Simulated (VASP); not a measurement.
# TiS2 (P-3m1) in VASP: a series of runs

One crystal, TiS2, is run at these levels: PBE+D3(BJ); tasks: relaxation of cell and atoms.

Program: VASP 6.6.1. These are calculated values, not measurements. Logs are shortened: lines on timing, memory, paths and dates and some standing lists are left out, and cuts for length are marked.

### 1 The structure

Symmetry: P-3m1, No. 164, trigonal system. The conventional cell has a = 3.412 Å, b = 3.412 Å, c = 5.695 Å, α = 90.00°, β = 90.00°, γ = 120.00°. Ti (site symmetry -3m) is surrounded by 6 S at 2.43 Å. S (site symmetry 3m) has 3 Ti at 2.43 Å as nearest neighbours.

### 2 Relaxation of cell and atoms, PBE+D3(BJ)

INCAR

```
SYSTEM = TiS2
ALGO = Normal ; EDIFF = 1E-7
EDIFFG = -0.002 ; ENCUT = 520
GGA = PE ; IBRION = 2
ISIF = 3 ; ISMEAR = 0
IVDW = 12 ; LASPH = .TRUE.
LCHARG = .FALSE. ; LREAL = .FALSE.
LWAVE = .FALSE. ; NELM = 100
NSW = 80 ; PREC = Accurate
SIGMA = 0.02
```

KPOINTS

```
k-points
0
G
  12 12 6
  0 0 0
```

POSCAR

```
TiS2
1.0
    3.4120000000      0.0000000000      0.0000000000
   -1.7060000000      2.9548786800      0.0000000000
    0.0000000000      0.0000000000      5.6950000000
Ti S
1 2
Direct
    0.0000000000      0.0000000000      0.0000000000
    0.3333333300      0.6666666700      0.2500000000
    0.6666666700      0.3333333300      0.7500000000
```

Potentials or basis: VASP PAW PBE potentials, release 64 (Ti_sv, S).

Launch:

```console
$ cat potpaw_PBE.64/Ti_sv/POTCAR potpaw_PBE.64/S/POTCAR > POTCAR
$ mpirun -np 1 vasp_std > vasp.out
```

OUTCAR:

```text
SYSTEM = TiS2
   EDIFF = 1E-7
   EDIFFG = -0.002
   ENCUT = 520
   GGA = PE
   IBRION = 2
   ISIF = 3
   ISMEAR = 0
   IVDW = 12
   LASPH = .TRUE.
   LREAL = .FALSE.
   NELM = 100
   NSW = 80
   PREC = Accurate
 IVDW          = 12

 ion  position               nearest neighbor table
   1  0.000  0.000  0.000-   2 2.43   3 2.43   3 2.43   2 2.43   3 2.43   2 2.43
   2  0.333  0.667  0.250-   1 2.43   1 2.43   1 2.43
   3  0.667  0.333  0.750-   1 2.43   1 2.43   1 2.43

  LATTYP: Found a hexagonal cell.
 ALAT       =     3.4120000000
 C/A-ratio  =     1.6691090270

  Lattice vectors:

 A1 = (   3.4120000000,   0.0000000000,   0.0000000000)
 A2 = (  -1.7060000000,   2.9548786800,   0.0000000000)
 A3 = (   0.0000000000,   0.0000000000,   5.6950000000)

Analysis of symmetry for initial positions (statically):
=====================================================================
 Subroutine PRICEL returns:
 Original cell was already a primitive cell.

 Routine SETGRP: Setting up the symmetry group for a
 hexagonal supercell.

 Subroutine GETGRP returns: Found 12 space group operations
 (whereof 12 operations were pure point group operations)
 out of a pool of 24 trial point group operations.

The static configuration has the point symmetry D_3d.

Analysis of symmetry for dynamics (positions and initial velocities):
=====================================================================
 Subroutine PRICEL returns:
 Original cell was already a primitive cell.

 Routine SETGRP: Setting up the symmetry group for a
 hexagonal supercell.

 Subroutine GETGRP returns: Found 12 space group operations
 (whereof 12 operations were pure point group operations)
 out of a pool of 24 trial point group operations.

The dynamic configuration has the point symmetry D_3d.

 Subroutine INISYM returns: Found 12 space group operations
 (whereof 12 operations are pure point group operations),
 and found     1 'primitive' translations

----------------------------------------------------------------------------------------

                                     Primitive cell

  volume of cell :      57.4173

  direct lattice vectors                    reciprocal lattice vectors
     3.412000000  0.000000000  0.000000000     0.293083236  0.169211685  0.000000000
    -1.706000000  2.954878680  0.000000000     0.000000000  0.338423370  0.000000000
     0.000000000  0.000000000  5.695000000     0.000000000  0.000000000  0.175592625

  length of vectors
     3.412000000  3.412000002  5.695000000     0.338423370  0.338423370  0.175592625

  position of ions in fractional coordinates (direct lattice)
     0.000000000  0.000000000  0.000000000
     0.333333330  0.666666670  0.250000000
     0.666666670  0.333333330  0.750000000

  ion indices of the primitive-cell ions
   primitive index   ion index
                 1           1
                 2           2
                 3           3

----------------------------------------------------------------------------------------

 KPOINTS: k-points

Automatic generation of k-mesh.
 Grid dimensions read from file:
 generate k-points for:   12   12    6

 Generating k-lattice:

  Cartesian coordinates                     Fractional coordinates (reciprocal lattice)
     0.024423603  0.014100974  0.000000000     0.083333333  0.000000000  0.000000000
     0.000000000  0.028201947  0.000000000     0.000000000  0.083333333  0.000000000
     0.000000000  0.000000000  0.029265438     0.000000000  0.000000000  0.166666667

  Length of vectors
     0.028201947  0.028201947  0.029265438

  Shift w.r.t. Gamma in fractional coordinates (k-lattice)
     0.000000000  0.000000000  0.000000000

 Subroutine IBZKPT returns following result:
 ===========================================

 Found    100 irreducible k-points:

 Following reciprocal coordinates:
            Coordinates               Weight
  0.000000  0.000000  0.000000      1.000000
  0.083333  0.000000  0.000000      6.000000
  0.166667  0.000000  0.000000      6.000000
  0.250000  0.000000  0.000000      6.000000
  0.333333 -0.000000  0.000000      6.000000
  0.416667  0.000000  0.000000      6.000000
[... 16 lines left out ...]
  0.166667  0.000000  0.166667      6.000000
  0.000000  0.166667  0.166667      6.000000
 [... further k-points ...]
   k-points           NKPTS =    100   k-points in BZ     NKDIM =    100   number of bands    NBANDS=     16
   number of dos      NEDOS =    301   number of ions     NIONS =      3
   total plane-waves  NPLWV =  32928
   dimension x,y,z NGX =    28 NGY =   28 NGZ =   42
   dimension x,y,z NGXF=    56 NGYF=   56 NGZF=   84
   ions per type =               1   2
   NGX,Y,Z   is equivalent  to a cutoff of  13.64, 13.64, 12.26 a.u.
   NGXF,Y,Z  is equivalent  to a cutoff of  27.29, 27.29, 24.52 a.u.
 SYSTEM =  TiS2
   PREC   = accura    normal or accurate (medium, high low for compatibility)
   ISTART =      0    job   : 0-new  1-cont  2-samecut
   ICHARG =      2    charge: 1-file 2-atom 10-const
   ISPIN  =      1    spin polarized calculation?
   LNONCOLLINEAR =      F non collinear calculations
   LSORBIT =      F    spin-orbit coupling
   LASPH  =      T    aspherical Exc in radial PAW
   ENCUT  =  520.0 eV  38.22 Ry    6.18 a.u.   6.34  6.34 10.59*2*pi/ulx,y,z
   NELM   =    100;   NELMIN=  2; NELMDL= -5     # of ELM steps
   EDIFF  = 0.1E-06   stopping-criterion for ELM
   LREAL  =      F    real-space projection
   EDIFFG = -.2E-02   stopping-criterion for IOM
   NSW    =     80    number of steps for IOM
   IBRION =      2    ionic relax: 0-MD 1-quasi-New 2-CG
   NFREE  =      1    steps in history (QN), initial steepest desc. (CG)
   ISIF   =      3    stress and relaxation
   ISYM   =      2    0-nonsym 1-usesym 2-fastsym
   POTIM  = 0.5000    time-step for ionic-motion
   TEBEG  =    0.0;   TEEND  =   0.0 temperature during run
   PSTRESS=    0.0 pullay stress
   NELECT =      24.0000    total number of electrons
   NUPDOWN=      -1.0000    fix difference up-down
   EMIN   =  10.00;   EMAX   =-10.00  energy-range for DOS
   EFERMI =   0.00;   METHOD = LEGACY
   ISMEAR =     0;   SIGMA  =   0.02  broadening in eV -4-tet -1-fermi 0-gaus
   EFERMI_NEDOS =   21; number of points for ismear=-14 and -15
   IALGO  =     38    algorithm
   IMIX   =      4    mixing-type and parameters
     AMIX     =   0.40;   BMIX     =  1.00
     AMIX_MAG =   1.60;   BMIX_MAG =  1.00
  volume/ion in A,a.u.               =      19.14       129.16
  Fermi-wavevector in a.u.,A,eV,Ry     =   1.224046  2.313112 20.385458  1.498289
  Thomas-Fermi vector in A             =   2.359135
   LORBIT       =      0    0 simple, 1 ext, 2 COOP (PROOUT), +10 PAW based schemes
   GGA     = PE    functional components
   LHFCALC =     F    Hartree Fock is set to
   AEXX    =    0.0000 exact exchange contribution
   IVDW    =    12    specifies the selected vdW correction
   LEPSILON=     F    determine dielectric tensor
   LRPA    =     F    only Hartree local field effects (RPA)
 conjugate gradient relaxation of ions
 non-spin polarized calculation
 Gauss-broadening in eV      SIGMA  =   0.02
  energy-cutoff  :      520.00
  volume of cell :       57.42
 maximum number of plane-waves:      1575
 NGX is ok and might be reduce to    28
   NGX = 13   NGY = 13   NGZ = 21

--------------------------------------- Ionic step        1  -------------------------------------------

 number of electron      23.9999999 magnetization

 Free energy of the ion-electron system (eV)
  ---------------------------------------------------
  ext. energy  EPLUGINS =         0.00000000
  ---------------------------------------------------
  free energy    TOTEN  =       -19.92864040 eV

  energy without entropy =      -19.92850654  energy(sigma->0) =      -19.92857347

------------------------ aborting loop because EDIFF is reached ----------------------------------------

 Edisp (eV)   -1.15187

 E8    (eV) :    -0.4668

  FORCE on cell =-STRESS in cart. coord.  units (eV):
  Direction    XX          YY          ZZ          XY          YZ          ZX
  --------------------------------------------------------------------------------------
  -------------------------------------------------------------------------------------
  Total      -1.17676    -1.17676    -0.81966    -0.00000     0.00000     0.00000
  in kB     -32.83634   -32.83634   -22.87200    -0.00000     0.00000     0.00000
  external pressure =      -29.51 kB  Pullay stress =        0.00 kB
[... 100 lines left out ...]
  FREE ENERGIE OF THE ION-ELECTRON SYSTEM (eV)
  ---------------------------------------------------
  free  energy   TOTEN  =       -21.0960544348 eV

  energy  without entropy=      -21.0958871421  energy(sigma->0) =      -21.09597079

[... ionic steps 4 to 16 ...]

--------------------------------------- Ionic step       17  -------------------------------------------

 number of electron      23.9999997 magnetization

------------------------ aborting loop because EDIFF is reached ----------------------------------------

 Edisp (eV)   -1.23205

 E8    (eV) :    -0.4995
[... 71 lines left out ...]
  energy  without entropy=      -21.1076059640  energy(sigma->0) =      -21.10766374

--------------------------------------- Ionic step       19  -------------------------------------------

 number of electron      23.9999997 magnetization

 Free energy of the ion-electron system (eV)
  ---------------------------------------------------
  ext. energy  EPLUGINS =         0.00000000
  ---------------------------------------------------
  free energy    TOTEN  =       -19.87570287 eV

  energy without entropy =      -19.87558801  energy(sigma->0) =      -19.87564544

 E-fermi :   6.1576     XC(G=0): -10.4495

 val. band max:        6.1502997442   @ k =   0.4167   0.0000   0.5000
 cond. band min:       6.1817172887   @ k =   0.5000   0.0000   0.3333
 fundamental gap:      0.0314175445
 Fermi energy:         6.1575630687

 k-point     1 :       0.0000    0.0000    0.0000
  band No.  band energies     occupation
      1     -51.3734      2.00000
      2     -27.6084      2.00000
      3     -27.5570      2.00000
      4     -27.5570      2.00000
      5      -7.8669      2.00000
      6      -5.9563      2.00000
[... 8 lines left out ...]
     15       7.0455      0.00000
     16       9.6371      0.00000
[... 420 lines left out ...]
  band No.  band energies     occupation
      1     -51.3697      2.00000
      2     -27.6009      2.00000
      3     -27.5952      2.00000
      4     -27.5657      2.00000
      5      -7.4511      2.00000
      6      -6.0198      2.00000
[... 8 lines left out ...]
     15       7.8799      0.00000
     16       9.4254      0.00000

 [... further k-points ...]

------------------------ aborting loop because EDIFF is reached ----------------------------------------

 Edisp (eV)   -1.23202

 E8    (eV) :    -0.4995

  FORCE on cell =-STRESS in cart. coord.  units (eV):
  Direction    XX          YY          ZZ          XY          YZ          ZX
  --------------------------------------------------------------------------------------
  -------------------------------------------------------------------------------------
  Total       0.00403     0.00403     0.00105     0.00000     0.00000     0.00000
  in kB       0.11986     0.11986     0.03110     0.00000     0.00000     0.00000
  external pressure =        0.09 kB  Pullay stress =        0.00 kB
[... 18 lines left out ...]
  FREE ENERGIE OF THE ION-ELECTRON SYSTEM (eV)
  ---------------------------------------------------
  free  energy   TOTEN  =       -21.1077223223 eV

  energy  without entropy=      -21.1076074606  energy(sigma->0) =      -21.10766489

 reached required accuracy - stopping structural energy minimisation
```

It took 10 min on 1 thread of AMD EPYC 9R45 (Zen 5), shared host; peak memory 0.23 GiB.

Results:

```yaml
Free_energy: -21.1077 eV
Relaxed_volume: 17.96 Å³/atom
Relaxed_cell: a = 3.358 Å, b = 3.358 Å, c = 5.518 Å, α = 90.00°, β = 90.00°, γ = 120.00°
Space_group_after_relaxing_to_0.05_Å: P-3m1 (No. 164)
Energy_gained_by_relaxing: 9.1 meV/atom
Ionic_steps: 19
Pressure_after_relaxing: 0.0 GPa
Band_gap_on_the_k_mesh: none (metal or under the smearing width)
Dispersion_energy_per_atom: -0.411 eV
```

The path:
```csv
step,energy change (eV),largest force (eV/Å),pressure (GPa),volume (Å³)
1,0.0000,0.1240,-2.95,57.42
2,-0.0035,0.5354,2.66,54.54
3,-0.0155,0.2131,-0.09,55.86
4,-0.0193,0.1396,-0.13,55.55
5,-0.0199,0.0488,-0.16,54.82
6,-0.0212,0.0418,-0.14,55.16
7,-0.0226,0.0510,-0.07,54.94
8,-0.0258,0.0737,0.27,54.27
9,-0.0239,0.0991,1.15,52.94
10,-0.0265,0.0885,0.59,53.81
11,-0.0271,0.0353,0.25,53.84
12,-0.0272,0.0020,0.01,53.85
13,-0.0272,0.0014,0.03,53.85
14,-0.0272,0.0031,0.03,53.85
15,-0.0272,0.0026,0.03,53.86
16,-0.0272,0.0009,0.01,53.89
17,-0.0272,0.0014,0.02,53.88
18,-0.0272,0.0016,0.02,53.88
19,-0.0272,0.0004,0.01,53.88
```

Final structure:
```cif
data_structure
_symmetry_space_group_name_H-M 'P 1'
_symmetry_Int_Tables_number 1
_cell_length_a 3.3580
_cell_length_b 3.3580
_cell_length_c 5.5178
_cell_angle_alpha 90.000
_cell_angle_beta 90.000
_cell_angle_gamma 120.000
_cell_volume 53.88
loop_
_atom_site_label
_atom_site_type_symbol
_atom_site_fract_x
_atom_site_fract_y
_atom_site_fract_z
_atom_site_occupancy
Ti1 Ti 0.00000 0.00000 0.00000 1
S1 S 0.33333 0.66667 0.25906 1
S2 S 0.66667 0.33333 0.74094 1
```

Caveat: pairwise dispersion overbinds metals, which lowers pressure and volume.

### 3 Relaxation of cell and atoms, PBE+D3(BJ)

This run uses another cell than the first one, of 17.96 Å³/atom, 0.938 times its volume.

INCAR is that of step 2.

KPOINTS is that of step 2.

POSCAR

```
TiS2                                    
1.0
    3.3579583026     -0.0000000000     -0.0000000000
   -1.6789791513      2.9080771971      0.0000000000
    0.0000000000      0.0000000000      5.5178198500
  Ti              S             
     1     2
Direct
     0.0000000000000000    1.0000000000000000    0.0000000000000000
     0.3333333300000021    0.6666666699999979    0.2590587471819855
     0.6666666699999979    0.3333333300000021    0.7409412528180143
```

Potentials or basis: VASP PAW PBE potentials, release 64 (Ti_sv, S).

Launch:

```console
$ cat potpaw_PBE.64/Ti_sv/POTCAR potpaw_PBE.64/S/POTCAR > POTCAR
$ mpirun -np 1 vasp_std > vasp.out
```

Run time: 64 s. Hardware: 1 thread of AMD EPYC 9R45 (Zen 5), shared host; peak memory 0.21 GiB.

It converged, with:

```
Free energy                : -21.1066 eV
Pressure after relaxing    : 0.0 GPa
Band gap on the k mesh     : none (metal or under the smearing width)
Dispersion energy per atom : -0.411 eV
```

Final structure:
```yaml
crystal:
  lattice:
    - [3.35796, 0.00000, 0.00000]
    - [-1.67898, 2.90808, 0.00000]
    - [0.00000, 0.00000, 5.51782]
  atoms:
    - { symbol: Ti, position: [0.00000, 0.00000, 0.00000] }
    - { symbol: S, position: [0.33333, 0.66667, 0.25906] }
    - { symbol: S, position: [0.66667, 0.33333, 0.74094] }
```

Levels at points of the mesh, in eV from the Fermi level:
```
           k point  band 10  band 11  band 12  band 13  band 14  band 15
(0.00, 0.00, 0.00)     0.18     0.18     0.18     0.56     0.56     0.89
(0.50, 0.00, 0.00)    -2.90    -2.62    -1.63     0.20     1.67     2.12
(0.00, 0.00, 0.50)    -2.69    -0.08    -0.08     0.53     0.53     1.60
(0.50, 0.00, 0.50)    -2.89    -1.16    -1.14    -0.12     1.67     2.08
```

Caveat: the relaxation stopped at its first step, so nothing moved; pairwise dispersion overbinds metals, which lowers pressure and volume.
